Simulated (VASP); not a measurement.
InPd:

```
CELL_PARAMETERS angstrom
3.27188 0.00000 0.00000
0.00000 3.27188 0.00000
0.00000 0.00000 3.27188
ATOMIC_POSITIONS crystal
In 0.00000 0.00000 0.00000
Pd 0.50000 0.50000 0.50000
```

The cell comes from a database or a generator and needn't be the stable form of this composition.

Program: VASP 6.6.1. Alike in all runs: potentials or basis VASP PAW PBE potentials, release 64 (In_d, Pd); cell as given; cutoff (eV) 520.

Q: Order these runs on this cell by their pressure, lowest first.
A. level SCAN; spin SOC, no magnetisation; k mesh 6 × 6 × 6; smearing fermi-dirac 0.05 eV
B. level revPBE; spin off; k mesh 8 × 8 × 8; smearing fermi-dirac 0.05 eV
C. level PBE; spin off; k mesh 8 × 8 × 8; smearing gaussian 0.012 eV
D. level r2SCAN; spin off; k mesh 8 × 8 × 8; smearing fermi-dirac 0.05 eV

A: A (-1.7 GPa), D (0.0 GPa), C (3.8 GPa), B (6.2 GPa).

Caveats: the PAW data sets were made with another functional, which shifts forces and pressure a little (some runs).
